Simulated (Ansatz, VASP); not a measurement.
## Two plane-wave programs on ZrC

```
CELL_PARAMETERS angstrom
0.00000 2.32073 2.32073
2.32073 0.00000 2.32073
2.32073 2.32073 0.00000
ATOMIC_POSITIONS crystal
Zr 0.50000 0.50000 0.50651
C 0.00000 0.00000 0.95058
```

Change from the starting cell: mode 4 frozen in at -0.115 Å and mode 5 at -0.115 Å (largest displacements).

Alike in both runs: task single point; functional LDA; k mesh 16 × 16 × 16; occupations gaussian, width 0.15 eV; no spin polarisation.

```csv
,VASP,Ansatz
version,VASP 6.6.1,Ansatz 0.2.0
potentials or method,"VASP PAW LDA potentials, release 64 (Zr_sv, C)","scalar-relativistic, plane waves, PAW"
plane-wave cutoff (eV),520,520
valence electrons in the cell,16,16
```

Ansatz gave:

| Property | Result |
| --- | --- |
| gap on the k mesh at the Fermi level (eV) | none |
| pressure (GPa) | 2.9 |
| largest component of the traceless stress (GPa) | 3.75 |
| rms of the force components (eV/Å) | 0.791 |

Problem. Estimate VASP's values.

Solution. gap on the k mesh at the Fermi level (eV): none; pressure (GPa): 3.5; largest component of the traceless stress (GPa): 3.78; rms of the force components (eV/Å): 0.800.

Atom by atom the forces differ by 0.009 eV/Å (rms over components). A gap of «none» marks a metal or a gap that the smearing closes.

Caveats: forces of over 1 eV/Å show positions far from the minimum, so gaps and moduli don't describe the material at rest.
